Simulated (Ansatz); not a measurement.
# N on Ni(111): change of the work function

How does N on the fcc site change the work function of Ni(111) as the layer fills?

Main program and level: Ansatz 0.2.0; plane-wave DFT, PBE, Ansatz PAW.

Report form: the programs' logs are mostly left out.

## 1. Starting point

The cell holds 4 atoms: 4 Ni. Cell: a = 2.489 Å, b = 2.489 Å, c = 24.097 Å, α = 90.0°, β = 90.0°, γ = 60.0°. Vacuum lies along c.

## 2. The clean slab

The bare slab comes first, as the zero from which every change is counted. The two lowest layers are held at bulk places and the upper ones relax. The dipole correction removes the false field that a one-sided slab makes across the periodic vacuum, so each face gets a flat vacuum level of its own.

File input.yaml:

```yaml
crystal:
  lattice:
    - [2.4890158698, 0.0, 0.0]
    - [1.2445079349, 2.1555509736, 0.0]
    - [0.0, 0.0, 24.0968188426]
  atoms:
    - { symbol: Ni, position: [0.0, 0.0, 0.3734932839], spin: 0.7 }
    - { symbol: Ni, position: [0.3333333333, 0.3333333333, 0.4578310946], spin: 0.7 }
    - { symbol: Ni, position: [0.6666666667, 0.6666666667, 0.5421689054], spin: 0.7 }
    - { symbol: Ni, position: [0.0, 0.0, 0.6265067161], spin: 0.7 }
magnetization:
  spin_polarized: true
kpoints:
  mp_grid: { grid: [12, 12, 1] }
hamiltonian:
  xc: pbe
scf:
  occupations: { method: fermi_dirac, width: 0.1 }
  convergence: { dr2_threshold: 1.0e-08 }
efield:
  axis: 3
  dipole_correction: true
  ramp_position: 0.97
  ramp_width: 0.06
relax:
  f_tol: 0.02
  max_steps: 60
  constraints: [{ sites: [0, 1] }]
output:
  write_potential: true
  write_density: true
  volumetric_format: npy
```

Run with:

```console
ansatz run input.yaml --threads 4 --pin off --max-ram 16384MiB --backend cpu --events-out ev --progress --plain --runs-dir out
```

Elapsed: 42 s, on 4 threads of Intel Xeon Platinum 8259CL at 2.50GHz (Skylake/Cascade Lake), shared host; peak memory 0.6 GiB.

Relaxation path:

| step | energy less that of the first step (eV) | largest force component (eV/Å) |
| --- | --- | --- |
| 1 | 0.0000 | 0.1468 |
| 2 | -0.0014 | 0.0868 |
| 3 | -0.0021 | 0.0025 |

Forces are held to the 6 operations that the run works with; a distortion that breaks them can't arise in this run.

The atoms that moved most (Å):

| atom | dx | dy | dz | length |
| --- | --- | --- | --- | --- |
| Ni4 | 0.000 | 0.000 | -0.034 | 0.034 |
| Ni3 | 0.000 | 0.000 | -0.007 | 0.007 |

The relaxed structure:

```xyz
4
Lattice="2.4890 0.0000 0.0000 1.2445 2.1556 0.0000 0.0000 0.0000 24.0968" Properties=species:S:1:pos:R:3
Ni    0.0000    0.0000    9.0000
Ni    1.2445    0.7185   11.0323
Ni    2.4890    1.4370   13.0578
Ni    0.0000    0.0000   15.0630
```

Numbers from this step:

```
energy at zero smearing   : -23357.5774 eV
total moment              : 2.660 μB
site moments              : 0.6971, 0.7155, 0.7170, 0.7006 μB
work function, upper face : 5.072 eV
dipole along the normal   : 3.01e-4 e·Å
```

Running mean over 2.032 Å of the planar mean; the ramp of the sawtooth is left out. Table of electron's electrostatic potential energy less the Fermi level by z:

z (Å), electron's electrostatic potential energy less the Fermi level (eV) and a bar from the least value:
```
        3        5.1 ##############################
        4        5.1 ##############################
        5        5.1 ##############################
        6        5.0 ##############################
        7        4.4 #############################
        8       -3.2 ##############
        9      -10.0 #
       10      -10.3 #
       11      -10.4 
       12      -10.5 
       13      -10.4 
       14      -10.6 
       15      -10.2 #
       16       -4.0 #############
       17        4.3 ############################
       18        5.0 ##############################
       19        5.1 ##############################
       20        5.1 ##############################
       21        5.1 ##############################
```

Site moment by atom:

| atom | site moment (μB) |
| --- | --- |
| Ni1 | 0.697 |
| Ni2 | 0.716 |
| Ni3 | 0.717 |
| Ni4 | 0.701 |

The relaxation took 3 steps and lowered the energy by 0.0021 eV; the largest force on the free atoms ends at 0.0025 eV/Å.

The work function of the upper face is 5.07 eV.

## 3. The covered slab, k-mesh 4×4×1, coverage 0.111 ML

System of this step: Ni36N (N/Ni(111)). The cell holds 37 atoms: 36 Ni and 1 N. Its edges and angles: a = 7.467 Å, b = 7.467 Å, c = 25.466 Å, α = 90.0°, β = 90.0°, γ = 60.0°. Vacuum lies along c.

The clean slab as it ended is repeated in the plane and the adsorbate is set on one face; the cell's size fixes the coverage, and the k-mesh shrinks with it to keep the sampling density about even. Adsorbate and upper layers relax, since the dipole depends on the height.

File input.yaml:

```yaml
crystal:
  lattice:
    - [7.4670476093, 0.0, 0.0]
    - [3.7335238046, 6.4666529209, 0.0]
    - [0.0, 0.0, 25.4661806774]
  atoms:
    - { symbol: Ni, position: [0.0, 0.0, 0.3534098856], spin: 0.7 }
    - { symbol: Ni, position: [0.1111111111, 0.1111111111, 0.4332127022], spin: 0.72 }
    - { symbol: Ni, position: [0.2222222222, 0.2222222222, 0.51275018], spin: 0.72 }
    - { symbol: Ni, position: [0.0, 0.0, 0.5914890919], spin: 0.7 }
    - { symbol: Ni, position: [0.0, 0.3333333333, 0.3534098856], spin: 0.7 }
    - { symbol: Ni, position: [0.1111111111, 0.4444444444, 0.4332127022], spin: 0.72 }
    - { symbol: Ni, position: [0.2222222222, 0.5555555556, 0.51275018], spin: 0.72 }
    - { symbol: Ni, position: [0.0, 0.3333333333, 0.5914890919], spin: 0.7 }
[... 24 atom lines left out ...]
    - { symbol: Ni, position: [0.6666666667, 0.6666666667, 0.3534098856], spin: 0.7 }
    - { symbol: Ni, position: [0.7777777778, 0.7777777778, 0.4332127022], spin: 0.72 }
    - { symbol: Ni, position: [0.8888888889, 0.8888888889, 0.51275018], spin: 0.72 }
    - { symbol: Ni, position: [0.6666666667, 0.6666666667, 0.5914890919], spin: 0.7 }
    - { symbol: "N", position: [0.1111111111, 0.1111111111, 0.6465901144] }
magnetization:
  spin_polarized: true
kpoints:
  mp_grid: { grid: [4, 4, 1] }
hamiltonian:
  xc: pbe
scf:
  occupations: { method: fermi_dirac, width: 0.1 }
  convergence: { dr2_threshold: 1.0e-08 }
efield:
  axis: 3
  dipole_correction: true
  ramp_position: 0.97
  ramp_width: 0.06
relax:
  f_tol: 0.02
  max_steps: 60
  constraints:
    - { sites: [0, 1, 4, 5, 8, 9, 12, 13, 16, 17, 20, 21, 24, 25, 28, 29, 32, 33] }
output:
  write_potential: true
  write_density: true
  volumetric_format: npy
```

Run time: 33 min. Hardware: 4 threads; peak memory 9.9 GiB; 2 h of CPU time.

Relaxation path:

| step | energy less that of the first step (eV) | largest force component (eV/Å) |
| --- | --- | --- |
| 1 | 0.0000 | 4.3280 |
| 2 | -0.5636 | 3.3207 |
| 3 | -0.9502 | 1.9056 |
| 4 | -1.0641 | 0.9354 |
| 5 | -1.1197 | 0.0626 |
| 6 | -1.1204 | 0.0120 |

The run keeps the 6 symmetry operations that it works with, so distortions that break them were not tested.

The atoms that moved most (Å):

| atom | dx | dy | dz | length |
| --- | --- | --- | --- | --- |
| N37 | 0.000 | 0.000 | -0.329 | 0.329 |
| Ni16 | 0.026 | -0.015 | 0.116 | 0.120 |
| Ni4 | -0.026 | -0.015 | 0.116 | 0.120 |
| Ni8 | 0.000 | 0.030 | 0.116 | 0.120 |
| Ni24 | 0.000 | -0.039 | -0.018 | 0.043 |
| Ni32 | -0.034 | 0.019 | -0.018 | 0.043 |
| Ni20 | 0.034 | 0.019 | -0.018 | 0.043 |
| Ni28 | 0.000 | -0.002 | -0.014 | 0.014 |

The relaxed structure:

```cif
data_structure
_symmetry_space_group_name_H-M 'P 1'
_symmetry_Int_Tables_number 1
_cell_length_a 7.4670
_cell_length_b 7.4670
_cell_length_c 25.4662
_cell_angle_alpha 90.000
_cell_angle_beta 90.000
_cell_angle_gamma 60.000
_cell_volume 1229.68
loop_
_atom_site_label
_atom_site_type_symbol
_atom_site_fract_x
_atom_site_fract_y
_atom_site_fract_z
_atom_site_occupancy
Ni1 Ni 0.00000 0.00000 0.35341 1
Ni2 Ni 0.11111 0.11111 0.43321 1
Ni3 Ni 0.22190 0.22190 0.51268 1
Ni4 Ni 0.99767 0.99767 0.59603 1
Ni5 Ni 0.00000 0.33333 0.35341 1
Ni6 Ni 0.11111 0.44444 0.43321 1
Ni7 Ni 0.22127 0.55603 0.51240 1
Ni8 Ni 0.99767 0.33798 0.59603 1
Ni9 Ni 0.00000 0.66667 0.35341 1
Ni10 Ni 0.11111 0.77778 0.43321 1
Ni11 Ni 0.22190 0.88953 0.51268 1
Ni12 Ni 0.99962 0.66686 0.59094 1
Ni13 Ni 0.33333 0.00000 0.35341 1
Ni14 Ni 0.44444 0.11111 0.43321 1
Ni15 Ni 0.55603 0.22127 0.51240 1
Ni16 Ni 0.33798 0.99767 0.59603 1
Ni17 Ni 0.33333 0.33333 0.35341 1
Ni18 Ni 0.44444 0.44444 0.43321 1
Ni19 Ni 0.55603 0.55603 0.51240 1
Ni20 Ni 0.33633 0.33633 0.59077 1
Ni21 Ni 0.33333 0.66667 0.35341 1
Ni22 Ni 0.44444 0.77778 0.43321 1
Ni23 Ni 0.55472 0.88931 0.51297 1
Ni24 Ni 0.33633 0.66068 0.59077 1
Ni25 Ni 0.66667 0.00000 0.35341 1
Ni26 Ni 0.77778 0.11111 0.43321 1
Ni27 Ni 0.88953 0.22190 0.51268 1
Ni28 Ni 0.66686 0.99962 0.59094 1
Ni29 Ni 0.66667 0.33333 0.35341 1
Ni30 Ni 0.77778 0.44444 0.43321 1
Ni31 Ni 0.88931 0.55472 0.51297 1
Ni32 Ni 0.66068 0.33633 0.59077 1
Ni33 Ni 0.66667 0.66667 0.35341 1
Ni34 Ni 0.77778 0.77778 0.43321 1
Ni35 Ni 0.88931 0.88931 0.51297 1
Ni36 Ni 0.66686 0.66686 0.59094 1
N37 N 0.11111 0.11111 0.63369 1
```

Numbers from this step:

- energy at zero smearing: -210602.3801 eV
- total moment: 22.06 μB
- work function, upper face: 5.340 eV
- work function, lower face: 5.080 eV
- dipole along the normal: -0.06952 e·Å
- step between the vacuum levels: 0.2605 eV

Running mean over 2.032 Å of the planar mean; the ramp of the sawtooth is left out. The electron's electrostatic potential energy less the Fermi level by z:

| z (Å) | electron's electrostatic potential energy less the Fermi level (eV) |
| --- | --- |
| 3.0 | 5.08 |
| 3.5 | 5.08 |
| 4.0 | 5.08 |
| 4.5 | 5.08 |
| 5.0 | 5.08 |
| 5.5 | 5.07 |
| 6.0 | 5.03 |
| 6.5 | 4.90 |
| 7.0 | 4.39 |
| 7.5 | 2.28 |
| 8.0 | -3.18 |
| 8.5 | -8.39 |
| 9.0 | -10.0 |
| 9.5 | -10.3 |
| 10.0 | -10.3 |
| 10.5 | -10.3 |
| 11.0 | -10.4 |
| 11.5 | -10.4 |
| 12.0 | -10.5 |
| 12.5 | -10.4 |
| 13.0 | -10.4 |
| 13.5 | -10.4 |
| 14.0 | -10.3 |
| 14.5 | -10.3 |
| 15.0 | -10.4 |
| 15.5 | -9.53 |
| 16.0 | -4.99 |
| 16.5 | 0.851 |
| 17.0 | 3.89 |
| 17.5 | 4.94 |
| 18.0 | 5.26 |
| 18.5 | 5.32 |
| 19.0 | 5.34 |
| 19.5 | 5.34 |
| 20.0 | 5.34 |
| 20.5 | 5.34 |
| 21.0 | 5.34 |
| 21.5 | 5.34 |
| 22.0 | 5.34 |

Site moment by element, in μB:

| element | atoms | mean | spread (r.m.s.) | least | largest |
| --- | --- | --- | --- | --- | --- |
| Ni | 36 | 0.651 | 0.144 | 0.178 | 0.731 |
| N | 1 | -0.009 | 0.000 | -0.009 | -0.009 |

The atoms farthest from the mean of their element:

| atom | x, y, z (Å) | site moment (μB) |
| --- | --- | --- |
| Ni4 | -0.03, -0.02, 15.18 | 0.178 |
| Ni16 | 2.52, -0.02, 15.18 | 0.178 |
| Ni8 | 1.24, 2.19, 15.18 | 0.178 |
| Ni2 | 1.24, 0.72, 11.03 | 0.731 |
| Ni18 | 4.98, 2.87, 11.03 | 0.715 |
| Ni34 | 8.71, 5.03, 11.03 | 0.711 |
| Ni14 | 3.73, 0.72, 11.03 | 0.711 |
| Ni26 | 6.22, 0.72, 11.03 | 0.711 |

The relaxation took 6 steps and lowered the energy by 1.1 eV; the largest force on the free atoms ends at 0.012 eV/Å.

The covered face has 5.34 eV, +0.27 eV against the clean one; the bare back face has moved by -0.00 eV, a measure of how thin the slab is.

## 4. The covered slab, k-mesh 6×6×1, coverage 0.25 ML

System of this step: Ni16N (N/Ni(111)). The cell holds 17 atoms: 16 Ni and 1 N. Cell: a = 4.978 Å, b = 4.978 Å, c = 25.466 Å, α = 90.0°, β = 90.0°, γ = 60.0°. Vacuum lies along c.

Another coverage, to see how the dipoles act on each other as their distance changes.

File input.yaml:

```yaml
crystal:
  lattice:
    - [4.9780317395, 0.0, 0.0]
    - [2.4890158698, 4.3111019473, 0.0]
    - [0.0, 0.0, 25.4661806774]
  atoms:
    - { symbol: Ni, position: [0.0, 0.0, 0.3534098856], spin: 0.7 }
    - { symbol: Ni, position: [0.1666666667, 0.1666666667, 0.4332127022], spin: 0.72 }
    - { symbol: Ni, position: [0.3333333333, 0.3333333333, 0.51275018], spin: 0.72 }
    - { symbol: Ni, position: [0.0, 0.0, 0.5914890919], spin: 0.7 }
    - { symbol: Ni, position: [0.0, 0.5, 0.3534098856], spin: 0.7 }
    - { symbol: Ni, position: [0.1666666667, 0.6666666667, 0.4332127022], spin: 0.72 }
    - { symbol: Ni, position: [0.3333333333, 0.8333333333, 0.51275018], spin: 0.72 }
    - { symbol: Ni, position: [0.0, 0.5, 0.5914890919], spin: 0.7 }
    - { symbol: Ni, position: [0.5, 0.0, 0.3534098856], spin: 0.7 }
    - { symbol: Ni, position: [0.6666666667, 0.1666666667, 0.4332127022], spin: 0.72 }
    - { symbol: Ni, position: [0.8333333333, 0.3333333333, 0.51275018], spin: 0.72 }
    - { symbol: Ni, position: [0.5, 0.0, 0.5914890919], spin: 0.7 }
    - { symbol: Ni, position: [0.5, 0.5, 0.3534098856], spin: 0.7 }
    - { symbol: Ni, position: [0.6666666667, 0.6666666667, 0.4332127022], spin: 0.72 }
    - { symbol: Ni, position: [0.8333333333, 0.8333333333, 0.51275018], spin: 0.72 }
    - { symbol: Ni, position: [0.5, 0.5, 0.5914890919], spin: 0.7 }
    - { symbol: "N", position: [0.1666666667, 0.1666666667, 0.6465901144] }
magnetization:
  spin_polarized: true
kpoints:
  mp_grid: { grid: [6, 6, 1] }
hamiltonian:
  xc: pbe
scf:
  occupations: { method: fermi_dirac, width: 0.1 }
  convergence: { dr2_threshold: 1.0e-08 }
efield:
  axis: 3
  dipole_correction: true
  ramp_position: 0.97
  ramp_width: 0.06
relax:
  f_tol: 0.02
  max_steps: 60
  constraints: [{ sites: [0, 1, 4, 5, 8, 9, 12, 13] }]
output:
  dos: { projected: true, e_range: [-8, 4] }
  write_potential: true
  write_density: true
  volumetric_format: npy
  elf: true
```

It took 7.9 min on 4 threads; peak memory 3.1 GiB; 28 min of CPU time.

Step by step:

| step | energy less that of the first step (eV) | largest force component (eV/Å) |
| --- | --- | --- |
| 1 | 0.0000 | 4.4170 |
| 2 | -0.5613 | 3.3310 |
| 3 | -1.0500 | 0.4322 |
| 4 | -1.0671 | 0.1324 |
| 5 | -1.0718 | 0.0134 |

The run keeps the 6 symmetry operations that it works with, so distortions that break them were not tested.

The atoms that moved most (Å):

| atom | dx | dy | dz | length |
| --- | --- | --- | --- | --- |
| N17 | 0.000 | 0.000 | -0.335 | 0.335 |
| Ni4 | -0.017 | -0.010 | 0.089 | 0.091 |
| Ni12 | 0.017 | -0.010 | 0.089 | 0.091 |
| Ni8 | 0.000 | 0.019 | 0.089 | 0.091 |
| Ni16 | 0.000 | 0.000 | -0.043 | 0.043 |
| Ni15 | 0.000 | 0.000 | 0.020 | 0.020 |
| Ni7 | 0.000 | 0.000 | -0.011 | 0.011 |
| Ni11 | 0.000 | 0.000 | -0.011 | 0.011 |

Final coordinates:

```
Ni N
1.0
     4.97803    0.00000    0.00000
     2.48902    4.31110    0.00000
     0.00000    0.00000   25.46618
Ni N
16 1
Direct
  0.00000 0.00000 0.35341
  0.16667 0.16667 0.43321
  0.33333 0.33333 0.51233
  0.99776 0.99776 0.59497
  0.00000 0.50000 0.35341
  0.16667 0.66667 0.43321
  0.33333 0.83333 0.51233
  0.99776 0.50448 0.59497
  0.50000 0.00000 0.35341
  0.66667 0.16667 0.43321
  0.83333 0.33333 0.51233
  0.50448 0.99776 0.59497
  0.50000 0.50000 0.35341
  0.66667 0.66667 0.43321
  0.83333 0.83333 0.51354
  0.50000 0.50000 0.58982
  0.16667 0.16667 0.63342
```

Numbers from this step:

```yaml
energy_at_zero_smearing: -93814.4294 eV
total_moment: 8.586 μB
work_function_upper_face: 5.693 eV
work_function_lower_face: 5.079 eV
dipole_along_the_normal: -0.07284 e·Å
step_between_the_vacuum_levels: 0.6141 eV
```

The density of states has structure finer than the step of the table below, so its rows give means over 0.5 eV, whole bins alone (the curve runs from -8 to 1.98 eV). Peaks (eV: height): total -2.29: 63.9, -2.14: 60.0, -1.80: 58.9, -1.62: 74.5, -1.56: 61.4, -0.75: 63.4, -0.66: 61.1; up -2.68: 34.4, -2.29: 46.6, -2.14: 42.0, -1.98: 36.9, -1.62: 49.7, -1.32: 38.5, -0.75: 43.5; down -1.56: 27.5, -1.47: 39.3, -1.35: 37.9, -1.20: 33.0, -0.78: 40.3, 0.00: 32.0, 0.30: 39.3.

The density of states by energy, zero at the Fermi level; means over each step; values in states/eV a cell:

| energy (eV) | total | up | down |
| --- | --- | --- | --- |
| -7.5 | 0.970 | 0.487 | 0.483 |
| -7.0 | 2.07 | 1.04 | 1.03 |
| -6.5 | 2.51 | 1.27 | 1.24 |
| -6.0 | 3.23 | 1.69 | 1.53 |
| -5.5 | 7.75 | 4.07 | 3.69 |
| -5.0 | 6.97 | 3.60 | 3.37 |
| -4.5 | 10.2 | 6.63 | 3.58 |
| -4.0 | 17.6 | 11.2 | 6.46 |
| -3.5 | 22.8 | 13.3 | 9.43 |
| -3.0 | 28.4 | 15.0 | 13.4 |
| -2.5 | 34.6 | 21.5 | 13.1 |
| -2.0 | 42.4 | 23.6 | 18.8 |
| -1.5 | 48.4 | 23.6 | 24.8 |
| -1.0 | 44.4 | 25.2 | 19.2 |
| -0.5 | 39.5 | 19.8 | 19.6 |
| 0.0 | 28.4 | 5.57 | 22.8 |
| 0.5 | 12.8 | 2.68 | 10.1 |
| 1.0 | 6.48 | 3.86 | 2.63 |
| 1.5 | 4.73 | 1.57 | 3.16 |

Projected DOS per atom over height of the atomic layer and energy from the Fermi level. Layers: Ni4 Ni4 Ni4 Ni4 N from below.

Ten even steps from '_' (0.01 states/eV) to '@' (3.45 states/eV), each cell a mean:
```
________..
________..
..______..
::::::::::
++++====..
##**####__
@@####%%__
@@######__
%%****##__
####****__
==++++++__
--==++==__
::====::__
..----..__
..::....--
______..++
______::**
__________
__________
__________
__________
__________
```
Columns: height of the atomic layer (Å) from 9 to 16.1 (not evenly spaced); rows upwards: energy from the Fermi level (eV) from -7.96 to 1.95.

Projected DOS per atom, spin up over height of the atomic layer and energy from the Fermi level. Layers: Ni4 Ni4 Ni4 Ni4 N from below.

Ten even steps from '0' (0.01 states/eV) to '9' (2.02 states/eV), each cell a mean:
```
00000
00000
00001
00012
00111
55760
97770
75660
75450
87760
45540
33430
35520
13310
12112
00014
00015
00000
00000
00000
00000
00000
```
Columns: height of the atomic layer (Å) from 9 to 16.1 (not evenly spaced); rows upwards: energy from the Fermi level (eV) from -7.96 to 1.95.

Projected DOS per atom, spin down over height of the atomic layer and energy from the Fermi level. Layers: Ni4 Ni4 Ni4 Ni4 N from below.

Ten even steps from '_' (0.01 states/eV) to '@' (1.84 states/eV), each cell a mean:
```
__________
________..
..______..
--====::::
@@%%%%++..
%%**##**__
**++**##__
@@##****__
##****##__
==++++++__
--==--==__
::==++==__
..::::..__
..::::..__
__......--
______..==
______..**
__________
__________
__________
__________
__________
```
Columns: height of the atomic layer (Å) from 9 to 16.1 (not evenly spaced); rows upwards: energy from the Fermi level (eV) from -7.96 to 1.95.

Site moment by atom:

| atom | site moment (μB) |
| --- | --- |
| Ni1 | 0.708 |
| Ni2 | 0.724 |
| Ni3 | 0.659 |
| Ni4 | 0.106 |
| Ni5 | 0.708 |
| Ni6 | 0.701 |
| Ni7 | 0.659 |
| Ni8 | 0.106 |
| Ni9 | 0.708 |
| Ni10 | 0.701 |
| Ni11 | 0.659 |
| Ni12 | 0.106 |
| Ni13 | 0.720 |
| Ni14 | 0.701 |
| Ni15 | 0.509 |
| Ni16 | 0.626 |
| N17 | -0.011 |

Spin density in the ca plane at fractional y = 0.167, with atoms of Ni and N within 0.2 Å of it.

Values in e/Å³, 7 rows by 16 columns, each cell a mean:
```
0.0 0.0 0.0 0.0 0.0 0.0 0.0 0.0 0.0 0.0 0.0 0.0 0.0 0.0 0.0 0.0
0.0 0.0 0.0 0.4 0.0 0.0 0.0 0.0 0.0 0.0 0.0 0.0 0.0 0.0 0.0 0.0
0.0 0.0 0.0 1.0 0.1 0.0 0.0 0.0 0.0 0.0 0.0 0.0 0.0 0.0 0.0 0.0
0.0 0.0 0.0 0.0 0.0 0.0 0.0 0.0 0.0 0.0 0.0 0.0 0.0 0.0 0.0 0.0
0.0 0.0 0.0 0.0 0.0 0.0 0.0 0.0 0.0 0.0 0.0 0.0 0.0 0.0 0.0 0.0
0.0 0.0 0.0 1.1 0.1 0.0 0.0 0.0 0.0 0.0 0.0 0.0 0.0 0.0 0.0 0.0
0.0 0.0 0.0 0.3 0.0 0.0 0.0 0.0 0.0 0.0 0.0 0.0 0.0 0.0 0.0 0.0
```
Columns run along c (16.0 Å, from fractional 0.30 to 0.93 of the cell), rows up along a (5.0 Å). Atoms in or near the plane, at fractional coordinates: Ni at (0.43, 0.17), Ni at (0.43, 0.67), N at (0.63, 0.17).

Valence density in the ca plane at fractional y = 0.167, with atoms of Ni and N within 0.2 Å of it. It is the smooth field of the valence electrons, not physical close to the nuclei.

Ten steps, logarithmic in the rise over the least value, from '0' (0 e/Å³) to '9' (39 e/Å³), each cell a mean:
```
00123211111111232111232110000000000000000000
00123211111111232111232100000000000000000000
00111111355211111111111000000000000000000000
00011112698411111000110000000000000000000000
00011112699511111000110000000000000000000000
00111111465311111101111000000000000000000000
00122211122111222111221100000000000000000000
00123211111111232111232100000000000000000000
00122111233111222111222221000000000000000000
00011112577311111000113442100000000000000000
00011112699511110000123443100000000000000000
00011112587411111000123443100000000000000000
00112111233111121111122221000000000000000000
```
Columns run along c (16.0 Å, from fractional 0.30 to 0.93 of the cell), rows up along a (5.0 Å). Atoms in or near the plane, at fractional coordinates: Ni at (0.43, 0.17), Ni at (0.43, 0.67), N at (0.63, 0.17).

ELF in the ca plane at fractional y = 0.167, with atoms of Ni and N within 0.2 Å of it. It is the smooth field of the valence electrons, not physical close to the nuclei.

Ten even steps from '0' (0.00) to '9' (0.85), each cell a mean:
```
11222222222222222222222244310000000000000000
12222222222222222222222111000000000000000000
22222222233222222222222211000000000000000000
23333332365323332223333321000000000000000000
23333332466323332223333321000000000000000000
22222222233222222222222211000000000000000000
12222222222222222222222111000000000000000000
11222222222222222222222233210000000000000000
22222222222222222222124788631000000000000000
23322232344223222222247789963100000000000000
23333332476323333222257349973100000000000000
23322332355223322222248789963100000000000000
22222222222222222222124798741000000000000000
```
Columns run along c (16.0 Å, from fractional 0.30 to 0.93 of the cell), rows up along a (5.0 Å). Atoms in or near the plane, at fractional coordinates: Ni at (0.43, 0.17), Ni at (0.43, 0.67), N at (0.63, 0.17).

The relaxation took 5 steps and lowered the energy by 1.1 eV; the largest force on the free atoms ends at 0.013 eV/Å.

By hand: a sheet of dipoles makes a step −p/(ε₀A) in the electron's potential. With e/ε₀ = 180.95 V·Å, p = -0.07284 e·Å and A = 21.46 Å², that is −180.95 × (-0.07284) / 21.46 = +0.614 eV, and the two vacuum levels of the run differ by +0.614 eV.

The covered face has 5.69 eV, +0.62 eV against the clean one; the bare back face has moved by -0.00 eV, a measure of how thin the slab is.

(Continued in part 2 of 2.)

[Logs are printed without paths, hosts, clocks, repeated set-up lines and the standing remarks that a program may print on its own settings, such as how far it seeks lower states.]

[Hosts, paths, dates, database ids (printed as entryN), source tags and the programs' standing remarks are cut or masked in the printed files.]

[Maps of the electrostatic potential energy from Ansatz leave out the sawtooth potential of an applied field or a dipole correction, so their vacuum need not be flat; planar profiles and work functions include it.]
